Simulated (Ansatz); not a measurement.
**BaTiO₃: how the energy converges with the cutoff**

BaTiO₃, P1, a = 3.973 Å, b = 3.980 Å, c = 4.062 Å, α, β, γ = 90.8°, 90.2°, 89.8°. Ansatz: PBE, PAW, cutoff varied, Γ-centred 6×6×6 mesh on 5 atoms, Gaussian smearing 0.02 eV; no spin polarisation. Single points at one geometry with displaced atoms, the cutoff alone changed; ΔE is the energy at zero smearing over the run at 600 eV. The runs up to 350 eV lie under the cutoff recommended for these PAW datasets.

```
cutoff (eV)  ΔE (meV/atom)
        200        4806.53
        250        1290.85
        300         315.18
        350          59.09
        420              ?
```

Problem. Assume ΔE falls exponentially with the cutoff, fit y = ln ΔE against x, the cutoff in eV, to the other rows, and predict the missing value.

Solution. y = 8.478, 7.163, 5.753, 4.079. Means x = 275.0, y = 6.3682; Σ(Δx)² = 12500, ΣΔxΔy = -365.2; the slope is their ratio. y = 14.40 − 0.02921 x, a factor of ten per 79 eV. At 420 eV this gives ΔE = 8.43 meV/atom. The run gave 3.78, a ratio of 2.23. Between neighbouring rows the decay runs from a factor of ten per 59 eV to one per 88 eV, so one exponential is only a rough guide.